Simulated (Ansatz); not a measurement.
Molecular dynamics on a 2×2×2 supercell (16 atoms) of AlP (F-43m), relaxed with r2SCAN. Forces come from r2SCAN in the PAW code Ansatz: Langevin thermostat and barostat (NPT), 1700 K, steps of 1 fs. Classical nuclei, no spin polarisation; a few dozen steps show the first response, not equilibrium.

```yaml
crystal:
  lattice:
    - [0.0, 5.4785215892, 5.4785215892]
    - [5.4785215892, 0.0, 5.4785215892]
    - [5.4785215892, 5.4785215892, 0.0]
  atoms:
    - { symbol: Al, position: [0.0, 0.0, 0.0] }
    - { symbol: P, position: [0.125, 0.125, 0.125] }
    - { symbol: Al, position: [0.0, 0.0, 0.5] }
    - { symbol: P, position: [0.125, 0.125, 0.625] }
    - { symbol: Al, position: [0.0, 0.5, 0.0] }
    - { symbol: P, position: [0.125, 0.625, 0.125] }
    - { symbol: Al, position: [0.0, 0.5, 0.5] }
    - { symbol: P, position: [0.125, 0.625, 0.625] }
    - { symbol: Al, position: [0.5, 0.0, 0.0] }
    - { symbol: P, position: [0.625, 0.125, 0.125] }
    - { symbol: Al, position: [0.5, 0.0, 0.5] }
    - { symbol: P, position: [0.625, 0.125, 0.625] }
    - { symbol: Al, position: [0.5, 0.5, 0.0] }
    - { symbol: P, position: [0.625, 0.625, 0.125] }
    - { symbol: Al, position: [0.5, 0.5, 0.5] }
    - { symbol: P, position: [0.625, 0.625, 0.625] }
kpoints:
  mp_grid: { grid: [2, 2, 2] }
hamiltonian:
  xc: r2scan
scf:
  occupations: { method: fermi_dirac, width: 0.146 }
md:
  ensemble: npt_langevin
  temperature: 1700
  timestep: 1.0
  n_steps: 30
  initial_velocities: maxwell_boltzmann
  seed: 8981
```

Command: `ansatz run input.yaml --threads 4 --pin off --max-ram 3686MiB --backend cpu --events-out ev --progress --plain --runs-dir out`.

Q: It ran on 4 threads of Arm Neoverse V1, with other jobs on the host. About how long did it take, and what peak of host memory did it reach?

A: About 3.7 min, with a peak of 1.8 GiB.

Q: How do temperature and energy develop?

A: The temperature starts at 1594 K, is lowest at step 26 (896 K, 26 fs) and ends at 1195 K. The thermostat hasn't had time to restore it. The atoms start on their lattice sites with kinetic energy alone, so much of it first passes into potential energy.
```
step  t (fs)  T (K)  free energy F from step 0 (meV/atom)  kinetic energy (meV/atom)  pressure (GPa)  volume (Å³/atom)  largest force (eV/Å)
   0       0   1594                                   0.0                      206.0            1.44             20.55                  0.00
   1       1   1659                                   0.6                      214.4            1.49             20.55                  0.19
   2       2   1572                                   2.4                      203.2            1.46             20.55                  0.37
   3       3   1482                                   5.3                      191.6            1.42             20.55                  0.57
   4       4   1436                                   9.3                      185.6            1.43             20.55                  0.78
   5       5   1474                                  14.4                      190.6            1.50             20.55                  0.99
   6       6   1432                                  20.5                      185.2            1.51             20.56                  1.20
   7       7   1362                                  27.2                      176.1            1.51             20.56                  1.38
   8       8   1321                                  34.5                      170.7            1.53             20.56                  1.54
   9       9   1188                                  42.1                      153.6            1.48             20.57                  1.69
  10      10   1221                                  50.0                      157.8            1.54             20.58                  1.83
  11      11   1176                                  58.5                      152.0            1.54             20.59                  1.96
  12      12   1192                                  67.2                      154.1            1.56             20.60                  2.07
  13      13   1164                                  75.8                      150.5            1.53             20.62                  2.17
  14      14   1106                                  83.5                      143.0            1.43             20.64                  2.31
  15      15   1075                                  90.5                      139.0            1.31             20.67                  2.42
  16      16   1156                                  97.6                      149.4            1.27             20.70                  2.52
  17      17   1095                                 104.4                      141.5            1.14             20.72                  2.58
  18      18   1055                                 109.9                      136.4            1.01             20.74                  2.59
  19      19    978                                 114.7                      126.4            0.83             20.77                  2.59
  20      20    930                                 119.0                      120.2            0.65             20.79                  2.60
  21      21    968                                 122.8                      125.1            0.50             20.82                  2.60
  22      22    942                                 126.5                      121.7            0.28             20.86                  2.60
  23      23    974                                 129.4                      126.0            0.08             20.90                  2.59
  24      24    904                                 131.9                      116.9           -0.19             20.94                  2.56
  25      25    913                                 134.0                      118.0           -0.39             20.97                  2.65
  26      26    896                                 135.7                      115.9           -0.62             21.01                  2.75
  27      27    944                                 137.6                      122.0           -0.82             21.05                  2.86
  28      28    996                                 139.9                      128.7           -1.01             21.09                  2.98
  29      29   1091                                 142.4                      141.1           -1.17             21.13                  3.09
  30      30   1195                                 144.9                      154.4           -1.32             21.17                  3.19
```

Positions (Å) and forces (eV/Å) at step 30:
```
cell (Å): 0.000 5.533 5.533; 5.533 0.000 5.533; 5.533 5.533 0.000
Al   0.051   0.245  -0.147     0.146   0.174   1.065
P    1.325   1.615   1.564     1.182  -1.835  -1.642
Al   2.876   2.708  -0.017    -0.950   0.268   0.088
P    4.140   4.395   1.252     0.540  -1.589  -0.782
Al   2.643  -0.322   2.850    -0.164   1.759  -0.912
P    4.089   1.256   3.867    -0.163   0.898   0.746
Al   5.407   2.764   2.533     0.332  -0.014   0.144
P    6.639   4.097   4.079     0.847  -1.204   1.190
Al  -0.108   2.750   2.916     0.392  -0.468   0.731
P    1.356   4.220   4.141    -0.215  -0.611   0.661
Al   2.786   5.425   2.791     0.581   0.547   0.457
P    4.261   6.660   4.249    -0.500   0.922   0.745
Al   2.711   2.694   5.478     1.267   0.600  -1.498
P    4.085   3.921   7.042    -0.348   0.933  -0.957
Al   5.602   5.365   5.808     0.065   0.593  -0.399
P    7.237   6.965   6.985    -3.012  -0.975   0.366
```
